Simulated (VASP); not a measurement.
# NiO (F-43m) in VASP: a series of runs

The runs below take NiO through optical spectrum, density of states, electric field gradients, with PBEsol.

Everything below comes from runs of VASP 6.6.1. Logs are shortened: lines on timing, memory, paths and dates and some standing lists are left out, and cuts for length are marked.

## (1) The structure

The structure is cubic, space group F-43m (No. 216). Conventional cell: a = 4.481 Å, b = 4.481 Å, c = 4.481 Å, α = 90.00°, β = 90.00°, γ = 90.00°. Ni (site symmetry -43m) has 4 O at 1.94 Å as nearest neighbours. O (site symmetry -43m) is surrounded by 4 Ni at 1.94 Å.

The cell was built by a generator and needn't be a form met in nature.

## (2) Optical spectrum, PBEsol, collinear spin, ferromagnetic start

Contents of INCAR:

```
PREC = Accurate
ENCUT = 520
EDIFF = 1E-7
ISMEAR = 0
SIGMA = 0.02
LREAL = False
LASPH = True
NELM = 150
ALGO = Fast
ISIF = 2
LWAVE = False
LCHARG = False
ISPIN = 2
MAGMOM = 1 0
LORBIT = 11
LMAXMIX = 4
GGA = PS
LOPTICS = True
NBANDS = 40
NEDOS = 1000
CSHIFT = 0.1
```

Contents of KPOINTS:

```
Automatic mesh
0
Gamma
  10 10 10
```

Contents of POSCAR:

```
NiO
1.0
    0.0000000000      2.2406300000      2.2406300000
    2.2406300000      0.0000000000      2.2406300000
    2.2406300000      2.2406300000      0.0000000000
Ni O
1 1
Direct
    0.0000000000      0.0000000000      0.0000000000
    0.7500000000      0.7500000000      0.7500000000
```

Potentials or basis: VASP PAW PBE potentials, release 64 (Ni, O).

Launch:

```sh
$ cat potpaw_PBE.64/Ni/POTCAR potpaw_PBE.64/O/POTCAR > POTCAR
$ mpirun -np 1 vasp_std > vasp.out
```

OUTCAR:

```text
PREC = Accurate
   ENCUT = 520
   EDIFF = 1E-7
   ISMEAR = 0
   LREAL = False
   LASPH = True
   NELM = 150
   ISIF = 2
   ISPIN = 2
   LORBIT = 11
   GGA = PS

 ion  position               nearest neighbor table
   1  0.000  0.000  0.000-   2 1.94   2 1.94   2 1.94   2 1.94
   2  0.750  0.750  0.750-   1 1.94   1 1.94   1 1.94   1 1.94

  LATTYP: Found a face centered cubic cell.
 ALAT       =     4.4812600000

  Lattice vectors:

 A1 = (   0.0000000000,   2.2406300000,   2.2406300000)
 A2 = (   2.2406300000,   0.0000000000,   2.2406300000)
 A3 = (   2.2406300000,   2.2406300000,   0.0000000000)

Analysis of symmetry for initial positions (statically):
=====================================================================
 Subroutine PRICEL returns:
 Original cell was already a primitive cell.

 Routine SETGRP: Setting up the symmetry group for a
 face centered cubic supercell.

 Subroutine GETGRP returns: Found 24 space group operations
 (whereof 24 operations were pure point group operations)
 out of a pool of 48 trial point group operations.

The static configuration has the point symmetry T_d .

Analysis of symmetry for dynamics (positions and initial velocities):
=====================================================================
 Subroutine PRICEL returns:
 Original cell was already a primitive cell.

 Routine SETGRP: Setting up the symmetry group for a
 face centered cubic supercell.

 Subroutine GETGRP returns: Found 24 space group operations
 (whereof 24 operations were pure point group operations)
 out of a pool of 48 trial point group operations.

The dynamic configuration has the point symmetry T_d .

Analysis of structural, dynamic, and magnetic symmetry:
=====================================================================
 Subroutine PRICEL returns:
 Original cell was already a primitive cell.

 Routine SETGRP: Setting up the symmetry group for a
 face centered cubic supercell.

 Subroutine GETGRP returns: Found 24 space group operations
 (whereof 24 operations were pure point group operations)
 out of a pool of 48 trial point group operations.

The overall configuration has the point symmetry T_d .

 Subroutine INISYM returns: Found 24 space group operations
 (whereof 24 operations are pure point group operations),
 and found     1 'primitive' translations

----------------------------------------------------------------------------------------

                                     Primitive cell

  volume of cell :      22.4978

  direct lattice vectors                    reciprocal lattice vectors
     0.000000000  2.240630000  2.240630000    -0.223151524  0.223151524  0.223151524
     2.240630000  0.000000000  2.240630000     0.223151524 -0.223151524  0.223151524
     2.240630000  2.240630000  0.000000000     0.223151524  0.223151524 -0.223151524

  length of vectors
     3.168729334  3.168729334  3.168729334     0.386509778  0.386509778  0.386509778

  position of ions in fractional coordinates (direct lattice)
     0.000000000  0.000000000  0.000000000
     0.750000000  0.750000000  0.750000000

  ion indices of the primitive-cell ions
   primitive index   ion index
                 1           1
                 2           2

----------------------------------------------------------------------------------------

 KPOINTS: Automatic mesh
[... 114 lines left out ...]
  free energy    TOTEN  =       -12.46504078 eV

  energy without entropy =      -12.46467923  energy(sigma->0) =      -12.46486001

 E-fermi :   5.3816     XC(G=0): -11.5089

 val. band max:        5.3783594107   @ k =   0.3000   0.0000   0.0000
 cond. band min:       5.3934790053   @ k =   0.2000   0.1000   0.0000
 fundamental gap:      0.0151195945
 Fermi energy:         5.3816440068

 spin component 1

 k-point     1 :       0.0000    0.0000    0.0000
  band No.  band energies     occupation
      1     -14.4880      1.00000
      2      -0.5588      1.00000
      3      -0.5588      1.00000
      4      -0.5588      1.00000
      5       3.0523      1.00000
      6       3.0523      1.00000
[... 541 lines left out ...]
     19      34.6912      0.00000
     20      35.1533      0.00000

 [... further k-points ...]

 spin component 2

 k-point     1 :       0.0000    0.0000    0.0000
  band No.  band energies     occupation
      1     -13.9252      1.00000
      2       0.3586      1.00000
      3       0.3586      1.00000
      4       0.3587      1.00000
      5       4.1372      1.00000
      6       4.1372      1.00000
[... 541 lines left out ...]
     19      34.9857      0.00000
     20      35.3612      0.00000

 [... further k-points ...]

 [bands above 20 left out]

------------------------ aborting loop because EDIFF is reached ----------------------------------------

  FORCE on cell =-STRESS in cart. coord.  units (eV):
  Direction    XX          YY          ZZ          XY          YZ          ZX
  --------------------------------------------------------------------------------------
  -------------------------------------------------------------------------------------
  Total       -1.1473005     -1.1473005     -1.1473005      0.0000000      0.0000000      0.0000000
  in kB      -81.7047570    -81.7047570    -81.7047570      0.0000000      0.0000000      0.0000000
  external PRESSURE =     -81.7047570 kB  Pullay stress =       0.0000000 kB

 VOLUME and BASIS-vectors are now :
 -----------------------------------------------------------------------------
  energy-cutoff  :      520.00
  volume of cell :       22.50
      direct lattice vectors                 reciprocal lattice vectors
     0.000000000  2.240630000  2.240630000    -0.223151524  0.223151524  0.223151524
     2.240630000  0.000000000  2.240630000     0.223151524 -0.223151524  0.223151524
     2.240630000  2.240630000  0.000000000     0.223151524  0.223151524 -0.223151524

 POSITION                                       TOTAL-FORCE (eV/Angst)
 -----------------------------------------------------------------------------------
      0.00000      0.00000      0.00000        -0.000000      0.000000     -0.000000
      3.36095      3.36095      3.36095         0.000000     -0.000000      0.000000
 -----------------------------------------------------------------------------------
    total drift:                               -0.000000     -0.000000     -0.000000

  FREE ENERGIE OF THE ION-ELECTRON SYSTEM (eV)
  ---------------------------------------------------
  free  energy   TOTEN  =       -12.4650407792 eV

  energy  without entropy=      -12.4646792322  energy(sigma->0) =      -12.46486001

 electrical conductivity sigma (Mega S m-1) (frequency dependency in vasprun.xml)
  --------------------------------------------------------------------------------------
       0.027       0.000       0.000
       0.000       0.027       0.000
       0.000       0.000       0.027

  frequency dependent IMAGINARY DIELECTRIC FUNCTION (independent particle, no local field effects) density-density
     E(ev)      X         Y         Z        XY        YZ        ZX
  --------------------------------------------------------------------------------------------------------------
     0.00000    -0.00000    -0.00000    -0.00000     0.00000     0.00000     0.00000
     1.05048    15.26606    15.26606    15.26606    -0.00000     0.00000     0.00000
     2.10097     7.21518     7.21518     7.21518    -0.00000    -0.00000     0.00000
     3.15145     0.05758     0.05758     0.05758    -0.00000    -0.00000     0.00000
     4.20194     0.02770     0.02770     0.02770    -0.00000    -0.00000     0.00000
     5.25242     5.33457     5.33457     5.33457    -0.00000     0.00000     0.00000
[... 92 lines left out ...]
   102.94750     0.00000     0.00000     0.00000    -0.00000    -0.00000     0.00000
   103.99798     0.00000     0.00000     0.00000    -0.00000    -0.00000     0.00000

  frequency dependent      REAL DIELECTRIC FUNCTION (independent particle, no local field effects) density-density
     E(ev)        X           Y           Z          XY          YZ          ZX
  --------------------------------------------------------------------------------------------------------------
     0.00000   126.07271   126.07271   126.07271    -0.00000    -0.00000     0.00000
     1.05048     4.72908     4.72908     4.72908     0.00000    -0.00000    -0.00000
     2.10097    -3.37152    -3.37152    -3.37152    -0.00000    -0.00000     0.00000
     3.15145     0.31743     0.31743     0.31743     0.00000    -0.00000    -0.00000
     4.20194     3.04646     3.04646     3.04646    -0.00000     0.00000     0.00000
     5.25242     3.55020     3.55020     3.55020    -0.00000     0.00000     0.00000
[... 92 lines left out ...]
   102.94750     0.93276     0.93276     0.93276     0.00000     0.00000     0.00000
   103.99798     0.93435     0.93435     0.93435     0.00000     0.00000     0.00000

  frequency dependent IMAGINARY DIELECTRIC FUNCTION (independent particle, no local field effects) current-current
     E(ev)      X         Y         Z        XY        YZ        ZX
  --------------------------------------------------------------------------------------------------------------
     0.00000   184.42690   184.42690   184.42690    -0.00000    -0.00000    -0.00000
     1.05048    15.58106    15.58106    15.58106     0.00000     0.00000    -0.00000
     2.10097     7.11710     7.11710     7.11710     0.00000     0.00000     0.00000
     3.15145     0.05529     0.05529     0.05529     0.00000    -0.00000    -0.00000
     4.20194     0.02825     0.02825     0.02825    -0.00000    -0.00000     0.00000
     5.25242     5.31427     5.31427     5.31427     0.00000    -0.00000     0.00000
[... 92 lines left out ...]
   102.94750    -0.00000    -0.00000    -0.00000     0.00000     0.00000     0.00000
   103.99798    -0.00000    -0.00000    -0.00000     0.00000     0.00000     0.00000

  frequency dependent      REAL DIELECTRIC FUNCTION (independent particle, no local field effects) current-current
     E(ev)        X           Y           Z          XY          YZ          ZX
  --------------------------------------------------------------------------------------------------------------
     0.00000    -4.90529    -4.90529    -4.90529     0.00000     0.00000     0.00000
     1.05048     2.97005     2.97005     2.97005     0.00000     0.00000     0.00000
     2.10097    -3.67869    -3.67869    -3.67869    -0.00000    -0.00000     0.00000
     3.15145     0.42532     0.42532     0.42532    -0.00000    -0.00000     0.00000
     4.20194     3.10466     3.10466     3.10466    -0.00000     0.00000     0.00000
     5.25242     3.43576     3.43576     3.43576    -0.00000    -0.00000     0.00000
[... 92 lines left out ...]
   102.94750     0.93290     0.93290     0.93290     0.00000     0.00000     0.00000
   103.99798     0.93449     0.93449     0.93449     0.00000     0.00000     0.00000

 total charge

# of ion       s       p       d       tot
------------------------------------------
    1        0.383   0.483   8.251   9.117
    2        1.552   3.389   0.000   4.941
--------------------------------------------------
tot          1.934   3.872   8.251  14.058

 magnetization (x)

# of ion       s       p       d       tot
------------------------------------------
    1        0.004   0.038   1.365   1.407
    2        0.015   0.320   0.000   0.336
--------------------------------------------------
tot          0.019   0.358   1.365   1.743
```

Wall time 31 s (1 thread of Intel Xeon 6975P-C (Granite Rapids), shared host); peak memory 0.22 GiB.

Results:

| Item | Value |
| --- | --- |
| Free energy | -12.4650 eV |
| Pressure | -8.2 GPa |
| Band gap on the k mesh | none (metal or under the smearing width) |
| Net moment | 1.80 μB per cell |
| Site moments | Ni +1.41; O +0.34 μB |
| Valence electrons inside the program's atomic spheres | Ni 9.12; O 4.94 |

Dielectric function (mean over the directions given):
```
energy (eV)  real part  imaginary part
       0.32      20.97           42.94
       0.74       0.04           18.91
       1.26      -0.37           23.96
       1.79      -2.25           11.36
       2.31      -3.08            2.67
       2.73      -1.38            1.30
       3.26       0.88            0.09
       3.78       2.27            0.54
       4.31       3.57            0.07
       4.83       4.58            3.83
       5.25       3.55            5.33
       5.78       1.91            4.15
       6.30       1.66            3.34
       6.83       2.12            0.93
       7.35       2.05            1.82
       7.77       1.78            1.34
       8.30       1.48            3.60
       8.82       1.52            1.10
       9.35       2.07            0.70
       9.87       2.34            3.17
      10.29       2.03            2.53
      10.82       2.08            2.62
      11.35       1.24            2.47
      11.87       1.40            2.69
      12.40       1.24            2.69
      12.82       0.72            2.32
      13.34       1.36            2.61
      13.87       1.27            1.68
      14.39       1.13            3.01
      14.92       0.64            3.33
      15.34       0.19            2.82
      15.86       0.34            2.25
      16.39      -0.49            1.63
      16.91      -0.50            1.13
      17.44      -0.09            1.18
      17.86       0.16            0.47
      18.38       0.42            1.08
      18.91       0.46            0.96
      19.43       0.14            1.42
      19.96      -0.10            1.06
```

Caveat: spectra need much finer meshes, so this one isn't converged; independent-particle spectra lack excitons; the intraband (Drude) part of a metal's response may be missing; the PAW data sets were made with another functional, which shifts forces and pressure a little; a cell with one magnetic atom can't hold antiferromagnetic order, which such compounds often take; semilocal functionals often make such compounds metallic where correlation or magnetic order opens a gap, which also shifts bond lengths.

[end of part 1 of 2]
